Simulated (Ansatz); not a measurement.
A series in volume per atom on Sn

Periodic Kohn-Sham DFT of a crystal at fixed atoms; pressure and stress are positive in compression; the energy is the free energy less that of spherical unpolarised free atoms; site moments are those in the method's own spheres, positive along +z. The results are calculated, by Ansatz 0.2.0.

Cell of the first row (space group I4/mmm, No. 139):
```
CELL_PARAMETERS angstrom
-1.55830 1.55830 2.85610
1.55830 -1.55830 2.85610
1.55830 1.55830 -2.85610
ATOMIC_POSITIONS crystal
Sn 0.00000 0.00000 0.00000
```

Settings of every row: method all-electron LAPW; functional PBEsol; relativity scalar; k mesh 18x18x18; filling fermi-dirac; smearing width 0.03 eV; basis error target 1 meV/atom; nucleus gaussian.

Atom start moment: 0 on all atoms.

```csv
row,volume per atom (Å³),pressure (GPa),energy less free atoms (eV/atom)
1,27.741,-1.675,-4.1629
2,27.756,-1.7,-4.1627
3,28.332,-2.601,-4.1549
4,28.627,?,?
5,28.922,-3.411,-4.1438
6,29.512,-4.109,-4.1299
7,29.807,-4.426,-4.1221
8,30.102,-4.725,-4.1136
9,30.397,-5.009,-4.1046
10,30.693,-5.278,-4.0952
11,31.283,-5.771,-4.0748
```

Question: what pressure and energy less free atoms should row 4 give?

Worked fit of pressure. Take u = (V_r/V)^(2/3) − 1 with V_r = 29.66 Å³ an atom, which is twice the finite (Eulerian) strain; such expansions in the strain, on which the Birch-Murnaghan equation of state is built, carry the rest volume and the bulk modulus. The shown rows have u = 0.0456, 0.04522, 0.03101, 0.01694, 0.00334, -0.00329, -0.00981, -0.01623, -0.02257, -0.03489. Least squares give pressure = −4.2711 + 47.966 × u + 166.06 × u² + 677 × u³ GPa; a parabola predicts inner rows, each left out in turn, worse (root mean square 0.011 against 0.0029 GPa). The rows lie off it by -0.001, 0.000, 0.003, -0.003, 0.000, 0.001, 0.001, 0.000, -0.001, 0.000. The withheld row has u = 0.02391, so the fit gives −4.2711 + 47.966 × (0.02391) + 166.06 × (0.02391)² + 677 × (0.02391)³ = -3.020 GPa.

The calculation gave -3.021 GPa. The fit lies 0.001 GPa (0.024 % of the column's range) above it, one unit of the last digit.

Worked fit of energy less free atoms. Take u = (V_r/V)^(2/3) − 1 with V_r = 29.66 Å³ an atom, which is twice the finite (Eulerian) strain; such expansions in the strain, on which the Birch-Murnaghan equation of state is built, carry the rest volume and the bulk modulus. The shown rows have u = 0.0456, 0.04522, 0.03101, 0.01694, 0.00334, -0.00329, -0.00981, -0.01623, -0.02257, -0.03489. Least squares give energy less free atoms = −4.12606 − 1.1832 × u + 8.226 × u² eV/atom; a straight line predicts inner rows, each left out in turn, worse (root mean square 0.0049 against 6.8e-05 eV/atom). The rows lie off it by 0.0000, 0.0000, -0.0001, -0.0001, 0.0000, 0.0000, 0.0001, 0.0001, 0.0000, 0.0000. The withheld row has u = 0.02391, so the fit gives −4.12606 − 1.1832 × (0.02391) + 8.226 × (0.02391)² = -4.1496 eV/atom.

The calculation gave -4.1497 eV/atom. The fit lies 0.0001 eV/atom (0.11 % of the column's range) above it, one unit of the last digit.
